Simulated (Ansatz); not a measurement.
# SnO2 (P4_2/mnm): a vacancy on Sn

An exercise on one series of results from a longer session: the logs are not shown, and one member is left open.

All numbers below are computed with Ansatz 0.2.0 (DFT PBE, scalar-relativistic, plane waves, PAW).

4 further runs of the same task are left out: 4 set aside as unsound or not needed.

## Starting point

The cell holds 23 atoms (O16Sn7): a = 6.827 Å, b = 6.827 Å, c = 8.077 Å, α = 115.00°, β = 115.00°, γ = 90.00°.

The coordinates of this cell stand in the input of its own run.

The host was relaxed before at PBE: a = 4.827 Å, b = 4.827 Å, c = 3.238 Å, α = 90.00°, β = 90.00°, γ = 90.00° (conventional cell), 12.576 Å³/atom.

Places, in fractions of the supercell: a vacancy on Sn at (0.625, 0.125, 0.250). Its neighbours start displaced at random by about 0.03 Å.

Set-up of the first run:

input.yaml

```yaml
crystal:
  lattice:
    - [4.8271899931, 0.0, 0.0]
    - [0.0, 4.8271899931, 0.0]
    - [0.0, 0.0, 3.2381523548]
  atoms:
    - { symbol: Sn, position: [0.5, 0.5, 0.5] }
    - { symbol: Sn, position: [0.0, 0.0, 0.0] }
    - { symbol: O, position: [0.1934234795, 0.8065765205, 0.5] }
    - { symbol: O, position: [0.8065765205, 0.1934234795, 0.5] }
    - { symbol: O, position: [0.3065765205, 0.3065765205, 0.0] }
    - { symbol: O, position: [0.6934234795, 0.6934234795, 0.0] }
basis:
  ecutwfc: 420
  xc_grid: 2
kpoints:
  mp_grid: { grid: [6, 6, 8] }
  band_path: { path: [VBM, CBM], npoints: 2 }
hamiltonian:
  xc: pbe
scf:
  occupations: { method: gaussian, width: 0.02 }
output:
  forces: true
  stress: true
  eigenvalues: true
```

Started as:

```bash
> ansatz run input.yaml --threads 8 --pin off --max-ram 16384MiB --backend cpu --events-out ev --progress --plain --runs-dir out
```

Steps of the session up to this table: Band edges of the host over the zone; Dielectric tensors of the host, without U; The perfect crystal in the supercell of 24 atoms; Charge 0, atoms relaxed; More of the same log: V_Sn, charge +0, atoms relaxed at the host's cell; Charge -1, atoms relaxed; More of the same log: V_Sn, charge -1, atoms relaxed at the host's cell; Charge -4, atoms relaxed; More of the same log: V_Sn, charge -4, atoms relaxed at the host's cell.

One table of the session follows, with a row left open; its other results are not shown here.

```
      state  cell moment (μB)
ideal sites              0.00
   charge 0              4.00
  charge -1                 ?
  charge -4              0.00
```

Estimate the missing values for charge -1.

As computed: cell moment (μB): 2.99. In the column «cell moment (μB)» it lies between charge -4 (0.00) and charge 0 (4.00).

Limits of these values: The program doubts the potential alignment. Warnings in the runs' records: seeded moment not kept, field response mesh resolution.
